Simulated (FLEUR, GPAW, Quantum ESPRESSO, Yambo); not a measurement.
## PBE, PBE HF-on-orbitals against experiment: the band gap of 6 crystals

Computed band gap (eV) beside measured values. Gaps hold for the cell as given (a database cell, not always the measured one). They are the smaller of the mesh's gap and, where one was run, the band path's. † marks indirect gaps read on the mesh alone; where an edge lies between its points they come out too high, by up to a few tenths of an eV. Brackets give the space group and the cell's volume in Å³ per atom. Spin polarisation and spin-orbit coupling are off unless named.

- PBE: Quantum ESPRESSO (PseudoDojo 0.4.1 SR PBE standard) for GaAs, GaN, C; FLEUR (all-electron) for PbTe; Yambo (SG15 PBE 1.2) for SiC; GPAW (GPAW PAW data sets (gpaw-data 1.2.1)) for BN; cutoffs 600 to 1143 eV for plane waves; k meshes of 343 to 13824 points
- PBE HF-on-orbitals: Yambo (PseudoDojo 0.4 SR PBE stringent) for GaAs, PbTe, GaN; Yambo (PseudoDojo 0.4.1 SR PBE standard) for SiC, C, BN; cutoffs 1116 to 1551 eV; k meshes of 64 to 512 points

| crystal | measured | T (K) | PBE | PBE HF-on-orbitals |
| --- | --- | --- | --- | --- |
| GaAs (F-43m; 22.59) | 1.52 | 1 | 0.52 | 6.09 |
| PbTe (Fm-3m; 33.73) | 0.19 | 4 | 0.73 | 4.60 |
| SiC (F-43m; 10.35) | 2.42 | - | 1.39† | 7.97† |
| GaN (F-43m; 11.44) | 3.3 | 0 | 1.76 | 9.12 |
| C (Fd-3m; 5.67) | 5.47 | 300 | 4.19† | 11.90† |
| BN (F-43m; 5.96) | 6.4 | 300 | 4.44† | 13.16† |
| mean error (eV) |  |  | -1.05 | +5.59 |
| mean absolute error (eV) |  |  | 1.23 | 5.59 |

Measured values are compiled from printed reference works, often rounded. A dash under T means that the source gives none. Measured gaps of wide-gap crystals can be optical edges, which lie under the fundamental gap.

Mean absolute errors: PBE 1.23, PBE HF-on-orbitals 5.59 eV; mean signed errors: PBE -1.05, PBE HF-on-orbitals +5.59 eV. The worst miss is PBE HF-on-orbitals on BN (+6.76 eV). PBE: semilocal functionals lack the derivative discontinuity, so their gaps mostly come out too small (the value errs the other way in PbTe). PBE HF-on-orbitals: its share of exact exchange is more than these crystals' screening lets through. The runs are for a static lattice, while the measurements hold temperature and zero-point motion. No column holds spin-orbit coupling, which bears on the band edges of GaAs, PbTe and lowers the gaps of lead salts by tenths of an eV. Exact exchange on meshes of this size isn't fully converged. Semilocal gaps of lead salts at or over the measured ones come from the missing coupling. Columns can differ in programs, potentials, basis sets, cutoffs, meshes, task and smearing within a row, which adds scatter of its own. Where several set-ups ran one level, the entry is one near their median; a run lay far from it for PbTe, GaN, GaAs, BN.
